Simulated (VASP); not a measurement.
Runs of VASP 6.6.1 on HfB2. It takes space group P6/mmm (No. 191, hexagonal). Conventional cell: a = 3.140 Å, b = 3.140 Å, c = 3.480 Å, α = 90.00°, β = 90.00°, γ = 120.00°. Hf (site symmetry 6/mmm) has 12 B at 2.51 Å as nearest neighbours. B (site symmetry -6m2) has 3 B at 1.81 Å as nearest neighbours. 

```tsv
task	level	potentials or basis	U	cutoff (eV)	smearing	LDAUTYPE	hund's J	gap on the mesh (eV)	pressure (GPa)
single point	PBE	VASP PAW PBE potentials, release 64 (Hf, B)	-	500	gaussian 0.05 eV	-	-	none	(a)
single point	LDA	VASP PAW LDA potentials, release 64 (Hf_pv, B)	-	520	fermi-dirac 0.05 eV	-	-	none	(c)
single point	LDA+U	VASP PAW LDA potentials, release 64 (Hf_pv, B)	Hf d U = 5 eV	520	fermi-dirac 0.05 eV	-	-	none	4.8
single point	PBE	VASP PAW PBE potentials, release 64 (Hf_pv, B)	-	520	fermi-dirac 0.05 eV	-	-	none	1.0
single point	LDA+U	VASP PAW LDA potentials, release 64 (Hf_pv, B)	Hf d U = 4 eV	520	fermi-dirac 0.05 eV	-	-	none	(b)
single point	LDA+U	VASP PAW LDA potentials, release 64 (Hf_pv, B)	Hf d U = 2 eV	520	fermi-dirac 0.05 eV	-	-	none	-4.1
single point	RPBE	VASP PAW PBE potentials, release 64 (Hf_pv, B)	-	520	gaussian 0.05 eV	-	-	none	5.1
electron localisation function	LDA+U	VASP PAW LDA potentials, release 64 (Hf_pv, B)	Hf d U = 4.5 eV, J = 0.5 eV	520	tetrahedron	2	0.5	none	1.7
```

Alike in all rows: no spin polarisation; cell as given; k mesh 10 × 10 × 8.

**Question.** Fill in the values left out.

**Answer.** (a) 1.1; (b) 1.8; (c) -9.7.

Caveats: U without spin polarisation on a metal has little footing (some runs); the U is typed as a test and isn't derived for this compound (some runs); the PAW data sets were made with another functional, which shifts forces and pressure a little (some runs).

A k mesh can miss the band edges, and the runs leave out spin-orbit coupling on Hf.

A gap of «none» marks a metal or a gap under the smearing width.

Not every run made on this cell is shown here.
